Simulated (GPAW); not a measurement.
Crystal: SrCl2.

```
Sr Cl
1.0
     0.00000    3.48835    3.48835
     3.48835    0.00000    3.48835
     3.48835    3.48835    0.00000
Sr Cl
1 2
Cartesian
  0.0000 0.0000 0.0000
  5.2325 5.2325 5.2325
  1.7442 1.7442 1.7442
```

```yaml
Program: GPAW 26.7.0
Task: single point
Functional: PBEsol
Potentials_or_basis: PAW data sets generated in the run's folder for this functional
Cutoff: 600 eV
Basis: pw
k_mesh: 7 × 7 × 7
Occupations: fermi-dirac, width 0.05 eV
Spin: no spin polarisation
```

On this cell: pressure -1.0 GPa; largest force zero by symmetry; band gap on the k mesh 5.18 eV, indirect (least direct gap 5.48 eV).

The same run follows on a disturbed copy (atoms moved at random, drawn with an rms of 0.05 Å):

```
Sr Cl
1.0
     0.00000    3.48835    3.48835
     3.48835    0.00000    3.48835
     3.48835    3.48835    0.00000
Sr Cl
1 2
Cartesian
  -0.0033 -0.0364 -0.0347
  5.2490 5.2263 5.2512
  1.7260 1.7611 1.7815
```

Task: What changes?

Result: The energy moves by +3.2 meV/atom; pressure -0.9 GPa; largest force 0.202 eV/Å; band gap on the k mesh 5.17 eV, indirect (least direct gap 5.48 eV).

Forces on the atoms (eV/Å):
```
Sr  -0.005  0.117  0.165
Cl  -0.078 -0.013 -0.046
Cl   0.084 -0.104 -0.120
```

Stress tensor (GPa, compression positive):
```
-0.89 -0.08 -0.09
-0.08 -0.91  0.20
-0.09  0.20 -0.92
```

Caveats: an odd mesh through Γ misses points on the zone boundary, where band edges often lie.
